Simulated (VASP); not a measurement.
Level of theory: LDA (Ceperley-Alder, Perdew-Zunger), VASP's LDA PAW potentials (set 64) (plane waves; VASP).

A VASP calculation is set up with these files.

KPOINTS:
```
Regular mesh
0
G
14 14 8
0 0 0
```

**POSCAR**
```
InN
1
    3.5002010000     0.0000000000     0.0000000000
   -1.7501010000     3.0312630000     0.0000000000
    0.0000000000     0.0000000000     5.6511580000
In N
2 2
Direct
  0.6666670000   0.3333330000   0.5004800000
  0.3333330000   0.6666670000   0.0004800000
  0.6666670000   0.3333330000   0.8795200000
  0.3333330000   0.6666670000   0.3795200000
```

INCAR:
```
# general
SYSTEM  = InN
PREC    = Accurate
ENCUT   = 400
LREAL   = .FALSE.
LASPH   = .TRUE.   # aspherical one-centre terms

# electronic loop
EDIFF   = 1E-6   # SCF stop (eV)
NELM    = 100   # most electronic steps
ALGO    = Normal
LMAXMIX = 4   # l cut-off of mixed one-centre charges

# smearing
ISMEAR  = -1   # Fermi-Dirac
SIGMA   = 0.1   # width (eV)

# ions
ISIF    = 2

# output
LWAVE   = .FALSE.
LCHARG  = .FALSE.
```

POTCAR, in this order: In_d N (LDA.64 set). Program: vasp_std.

The run wrote:

### OUTCAR
```
 ion  position               nearest neighbor table
   1  0.667  0.333  0.500-   4 2.13   4 2.13   4 2.13   3 2.14   2 3.47   2 3.47   2 3.47   2 3.47
                             2 3.47   2 3.47
   2  0.333  0.667  0.000-   3 2.13   3 2.13   3 2.13   4 2.14   1 3.47   1 3.47   1 3.47   1 3.47
                             1 3.47   1 3.47
   3  0.667  0.333  0.880-   2 2.13   2 2.13   2 2.13   1 2.14
   4  0.333  0.667  0.380-   1 2.13   1 2.13   1 2.13   2 2.14
  LATTYP: Found a hexagonal cell.
 ALAT       =     3.5002010000
 C/A-ratio  =     1.6145238516
 Subroutine PRICEL returns:
 Original cell was already a primitive cell.
 Subroutine GETGRP returns: Found 12 space group operations
The static configuration has the point symmetry C_3v.
 The point group associated with its full space group is C_6v.
The dynamic configuration has the point symmetry C_3v.
 Subroutine INISYM returns: Found 12 space group operations
 Subroutine IBZKPT returns following result:
 Found    120 irreducible k-points:

 Following reciprocal coordinates:
            Coordinates               Weight
  0.000000  0.000000  0.000000      1.000000
  0.071429  0.000000  0.000000      6.000000
  0.142857 -0.000000  0.000000      6.000000
...
```

OSZICAR:
```
       N       E                     dE             d eps       ncg     rms          rms(c)
DAV:   1     0.317239553577E+03    0.31724E+03   -0.15850E+04  5296   0.196E+03
DAV:   2     0.114588343485E+02   -0.30578E+03   -0.29790E+03  5526   0.442E+02
DAV:   3    -0.280305234842E+02   -0.39489E+02   -0.38767E+02  7094   0.174E+02
DAV:   4    -0.292226781659E+02   -0.11922E+01   -0.11893E+01  6274   0.323E+01
DAV:   5    -0.292655510210E+02   -0.42873E-01   -0.42864E-01  7204   0.535E+00    0.149E+01
DAV:   6    -0.247536916509E+02    0.45119E+01   -0.19919E+01  9370   0.620E+01    0.118E+01
DAV:   7    -0.248187526934E+02   -0.65061E-01   -0.21537E+00  5660   0.117E+01    0.344E+00
DAV:   8    -0.247637454561E+02    0.55007E-01   -0.24041E-01  8364   0.524E+00    0.173E+00
DAV:   9    -0.247430631952E+02    0.20682E-01   -0.54932E-02  8662   0.350E+00    0.485E-01
DAV:  10    -0.247403171982E+02    0.27460E-02   -0.10125E-02  8774   0.134E+00    0.187E-01
DAV:  11    -0.247405105054E+02   -0.19331E-03   -0.36153E-03  8334   0.475E-01    0.142E-01
DAV:  12    -0.247403780130E+02    0.13249E-03   -0.50795E-04  8732   0.267E-01    0.398E-02
DAV:  13    -0.247403821771E+02   -0.41641E-05   -0.39428E-05  6240   0.460E-02    0.180E-02
DAV:  14    -0.247403807719E+02    0.14051E-05   -0.27551E-06  5658   0.192E-02    0.689E-03
DAV:  15    -0.247403805193E+02    0.25262E-06   -0.19741E-06  4018   0.112E-02
   1 F= -.24740381E+02 E0= -.24739804E+02  d E =-.115229E-02
```

**OUTCAR**
```
------------------------ aborting loop because EDIFF is reached ----------------------------------------
  FORCE on cell =-STRESS in cart. coord.  units (eV):
  Direction    XX          YY          ZZ          XY          YZ          ZX
  --------------------------------------------------------------------------------------
  Total       -0.5191606     -0.5191606     -0.4858086      0.0000001      0.0000000      0.0000000
  in kB      -13.8726114    -13.8726116    -12.9814066      0.0000023      0.0000000      0.0000000
  external PRESSURE =     -13.5755432 kB  Pullay stress =       0.0000000 kB
  volume of cell :       59.96
      direct lattice vectors                 reciprocal lattice vectors
     3.500201000  0.000000000  0.000000000     0.285697878  0.164947793  0.000000000
    -1.750101000  3.031263000  0.000000000     0.000000000  0.329895492  0.000000000
     0.000000000  0.000000000  5.651158000     0.000000000  0.000000000  0.176954883
 POSITION                                       TOTAL-FORCE (eV/Angst)
 -----------------------------------------------------------------------------------
      1.75010      1.01042      2.82829         0.000000      0.000000      0.004611
     -0.00000      2.02084      0.00271        -0.000000      0.000000      0.004611
      1.75010      1.01042      4.97031        -0.000000      0.000000     -0.004611
     -0.00000      2.02084      2.14473         0.000000     -0.000000     -0.004611
 -----------------------------------------------------------------------------------
    total drift:                               -0.001298      0.000749      0.000252
  FREE ENERGIE OF THE ION-ELECTRON SYSTEM (eV)
  ---------------------------------------------------
  free  energy   TOTEN  =       -24.7403805193 eV

  energy  without entropy=      -24.7392282341  energy(sigma->0) =      -24.73980438
```
(Selected blocks of OUTCAR.)

At this cut-off the stress carries a Pulay error, which pulls relaxed volumes low.

The structure comes from a computed database's InN entry; how it stands against other phases isn't given here. The cell was not relaxed at this level.
